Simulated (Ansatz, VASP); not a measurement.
# One calculation of Rh, two programs

The input INCAR:

```
SYSTEM = Rh
  ALGO = Fast
  EDIFF = 1E-7
  ENCUT = 520
  GGA = PS
  GGA_COMPAT = .False.
  ISIF = 2
  ISMEAR = -1
  LASPH = .True.
  LCHARG = .False.
  LMAXMIX = 4
  LORBIT = 11
  LORBMOM = .True.
  LREAL = .False.
  LSORBIT = .True.
  LWAVE = .False.
  MAGMOM = 0 0 0
  NBANDS = 26
  NELM = 150
  PREC = Accurate
  SIGMA = 0.05
```

The input KPOINTS:

```
k-points
0
Gamma
  9 9 9
  0 0 0
```

The input POSCAR:

```
Rh
1.0
    0.0000000000      1.8978500000      1.8978500000
    1.8978500000      0.0000000000      1.8978500000
    1.8978500000      1.8978500000      0.0000000000
Rh
1
Direct
    0.0000000000      0.0000000000      0.0000000000
```

input.yaml

```yaml
crystal:
  lattice:
    - [0.0, 1.89785, 1.89785]
    - [1.89785, 0.0, 1.89785]
    - [1.89785, 1.89785, 0.0]
  atoms:
    - { symbol: Rh, position: [0.0, 0.0, 0.0] }
kpoints:
  mp_grid: { grid: [9, 9, 9] }
  band_path:
    path:
      - [0.0, 0.0, 0.0]
      - [0.5, 0.0, 0.5]
      - [0.5, 0.25, 0.75]
      - [0.375, 0.375, 0.75]
      - [0.0, 0.0, 0.0]
      - [0.5, 0.5, 0.5]
      - [0.625, 0.25, 0.625]
      - [0.5, 0.25, 0.75]
    npoints: 12
scf:
  occupations: { method: fermi_dirac, width: 0.05 }
hamiltonian:
  xc: pbesol
  pseudopotentials: { kind: all_electron, lapw: { basis_error: 0.001 } }
magnetization:
  noncollinear: true
  spin_orbit: true
output:
  forces: true
  stress: true
  eigenvalues: true
```

Alike in both runs: functional PBEsol; k mesh 9 × 9 × 9; occupations fermi-dirac, width 0.05 eV; non-collinear spin, spin-orbit coupling.

|  | VASP | Ansatz |
| --- | --- | --- |
| version | VASP 6.6.1 | Ansatz 0.2.0 |
| potentials or method | VASP PAW PBE potentials, release 64 (Rh_pv) | all-electron LAPW, relativistic spinors |
| plane-wave cutoff (eV) | 520 | see its input |
| task | single point | band structure |

VASP gave:

| Quantity | Value |
| --- | --- |
| gap on the k mesh at the Fermi level (eV) | none |
| pressure (GPa) | -3.2 |
| net moment per atom (μB) | 0.00 |

What did Ansatz give for the same quantities?

gap on the k mesh at the Fermi level (eV): none; pressure (GPa): -3.3; net moment per atom (μB): 0.00.

A gap of «none» marks a metal or a gap that the smearing closes. Ansatz ran all-electron here, so the differences hold the error of VASP's frozen core and of both bases.

Caveats: the PAW data sets were made with another functional, which shifts forces and pressure a little (VASP); the k mesh is thin for a metal, which can move the energy by tens of meV per atom (Ansatz).
